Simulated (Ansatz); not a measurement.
A run of Ansatz 0.2.0 is set up as follows.

The input input.yaml:

```yaml
crystal:
  lattice: { a: 4.48, b: 4.48, c: 4.48, alpha: 90.0, beta: 90.0, gamma: 90.0 }
  space_group: 229
  reduce_to_primitive: true
  atoms:
    - { symbol: Ca, wyckoff: "2a", position: [0.0, 0.0, 0.0] }
hamiltonian:
  xc: pbe0
  pseudopotentials: { kind: paw, source: jth }
kpoints:
  mp_grid: { grid: [6, 6, 6] }
scf:
  occupations: { method: fermi_dirac, width: 0.1 }
  n_extra_bands: 6
output:
  forces: true
  stress: true
  eigenvalues: true
  dos: { projected: true, de: 0.05 }
```

Potentials or basis: JTH PAW.

The run is started by

```console
$ ansatz run input.yaml --threads 1 --pin off --max-ram 2560MiB --backend cpu --events-out ev --progress --plain --runs-dir out
```

What does it give for the band gap on the k mesh?

None (metal or under the smearing width).

What does it give for the density of states at the Fermi level?

0.76 states/eV per cell.

States per cell in windows of 1 eV (zero at the Fermi level; states under -8 eV left out):
```
from (eV)  total  Ca 3d  Ca 4s  Ca 3s
     -8.0   0.00   0.00   0.00   0.00
     -7.0   0.00   0.00   0.00   0.00
     -6.0   0.01   0.00   0.01   0.00
     -5.0   0.17   0.00   0.16   0.00
     -4.0   0.30   0.03   0.26   0.00
     -3.0   0.41   0.10   0.29   0.00
     -2.0   0.63   0.27   0.29   0.00
     -1.0   0.50   0.30   0.10   0.00
      0.0   1.04   0.78   0.03   0.00
      1.0   1.09   0.94   0.03   0.00
      2.0   1.72   1.55   0.05   0.00
      3.0   1.23   1.08   0.02   0.00
      4.0   3.71   3.18   0.23   0.00
      5.0   1.28   0.93   0.10   0.00
      6.0   1.28   0.43   0.33   0.01
      7.0   0.34   0.05   0.03   0.00
```

Caveat: the cell was measured hot, at 740 K.
